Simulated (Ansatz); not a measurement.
# InP: band gap under strain

Aim: follow the gap of zincblende InP through these states: -2.0 % biaxial strain in the (111) plane, free along [111]; -1.0 % biaxial strain in the (111) plane, free along [111]; +1.0 % biaxial strain in the (111) plane, free along [111]. The table at the end shows which levels were run.

Program: Ansatz 0.2.0. PAW datasets, plane waves. The values are computed, spin-unpolarised, and not measurements.

## 1. The cell

The unstrained cell was relaxed with r2SCAN; in each strained cell the atoms were relaxed again with r2SCAN. Names of k-points are those of the unstrained zone, where strain can split equivalent points. First state: -2.0 % biaxial strain in the (111) plane, free along [111].

It is trigonal, R3m (No. 160); a = 4.094 Å, c = 10.353 Å in the conventional setting, 25.04 Å³ an atom. In has 4 P at 2.53–2.55 Å; P has 4 In at 2.53–2.55 Å.

Coordinates:

```cif
data_structure
_symmetry_space_group_name_H-M 'R3m:H'
_symmetry_Int_Tables_number 160
_cell_length_a 4.0937
_cell_length_b 4.0937
_cell_length_c 10.3531
_cell_angle_alpha 90.000
_cell_angle_beta 90.000
_cell_angle_gamma 120.000
_cell_volume 150.26
loop_
_atom_site_label
_atom_site_type_symbol
_atom_site_symmetry_multiplicity
_atom_site_Wyckoff_symbol
_atom_site_fract_x
_atom_site_fract_y
_atom_site_fract_z
_atom_site_occupancy
In1 In 3 a 0.66667 0.33333 0.33151 1
P1 P 3 a 0.66667 0.33333 0.08515 1
```

From earlier runs on the unstrained cell: PBE 0.59 eV, r2SCAN 1.02 eV, HSE06 1.36 eV, r2SCAN+SOC 1.00 eV, G0W0 1.03 eV (on its mesh); a = 5.908 Å.

## 2. -2.0 % biaxial strain in the (111) plane, free along [111]: PBE

Contents of input.yaml:

```yaml
crystal:
  lattice:
    - [0.0626561245, 2.9573680066, 2.9573680066]
    - [2.9573680066, 0.0626561245, 2.9573680066]
    - [2.9573680066, 2.9573680066, 0.0626561245]
  atoms:
    - { symbol: In, position: [0.001818987, 0.001818987, 0.001818987] }
    - { symbol: P, position: [0.248181013, 0.248181013, 0.248181013] }
kpoints:
  mp_grid: { grid: [8, 8, 8] }
  band_path:
    path:
      - [0.0, 0.0, 0.0]
      - [-0.5, -0.5, 0.0]
      - [-0.375, -0.375, 0.25]
      - [-0.375, 0.0, 0.375]
      - [0.0, 0.0, 0.5]
      - [-0.5, -0.25, 0.25]
    npoints: 1
hamiltonian:
  xc: pbe
scf:
  occupations: { method: fermi_dirac, width: 0.02 }
  n_extra_bands: 4
output:
  forces: true
  stress: true
  eigenvalues: true
```

Started as:

```sh
> ansatz run input.yaml --threads 2 --pin off --max-ram 29491MiB --backend cpu --events-out ev --progress --plain --runs-dir out
```

Further steps of the session: -2.0 % biaxial strain in the (111) plane, free along [111]: r2SCAN; -2.0 % biaxial strain in the (111) plane, free along [111]: HSE06; -2.0 % biaxial strain in the (111) plane, free along [111]: r2SCAN+SOC; -2.0 % biaxial strain in the (111) plane, free along [111]: r2SCAN; -2.0 % biaxial strain in the (111) plane, free along [111]: G0W0@PBE; -1.0 % biaxial strain in the (111) plane, free along [111]: PBE; -1.0 % biaxial strain in the (111) plane, free along [111]: r2SCAN; -1.0 % biaxial strain in the (111) plane, free along [111]: HSE06; -1.0 % biaxial strain in the (111) plane, free along [111]: r2SCAN+SOC; -1.0 % biaxial strain in the (111) plane, free along [111]: r2SCAN; -1.0 % biaxial strain in the (111) plane, free along [111]: G0W0@PBE; +1.0 % biaxial strain in the (111) plane, free along [111]: PBE; +1.0 % biaxial strain in the (111) plane, free along [111]: r2SCAN; +1.0 % biaxial strain in the (111) plane, free along [111]: HSE06; +1.0 % biaxial strain in the (111) plane, free along [111]: r2SCAN+SOC; +1.0 % biaxial strain in the (111) plane, free along [111]: r2SCAN; +1.0 % biaxial strain in the (111) plane, free along [111]: G0W0@PBE.

Q: Predict the outcome of this session.

**Answer**, as computed:

Least gap in eV (negative: overlap), with the change from the unstrained cell in brackets. G0W0 is on its own coarse mesh.

```
                                                     state  volume change (%)           PBE        r2SCAN         HSE06          G0W0
-2.0 % biaxial strain in the (111) plane, free along [111]               -2.8  0.64 (+0.05)  1.08 (+0.06)  1.42 (+0.06)  1.11 (+0.08)
-1.0 % biaxial strain in the (111) plane, free along [111]               -1.5  0.63 (+0.04)  1.07 (+0.05)  1.40 (+0.04)  1.08 (+0.05)
+1.0 % biaxial strain in the (111) plane, free along [111]               +1.4  0.45 (-0.14)  0.87 (-0.15)  1.20 (-0.16)  0.87 (-0.16)
```

In words: The largest move of the HSE06 gap in the table is -0.155 eV, under +1.0 % biaxial strain in the (111) plane, free along [111]. PBE and HSE06 differ by 0.77 eV on the unstrained gap, and by at most 0.01 eV on its change: the two disagree on the size of the gap but agree on its response to strain. Spin-orbit coupling is left out of the table, though the cell holds In (Z = 49); in an element this heavy it can shift bands and gaps by tenths of an eV. G0W0 here is at a finite number of bands, screening cutoff and k mesh, not at the basis limit.
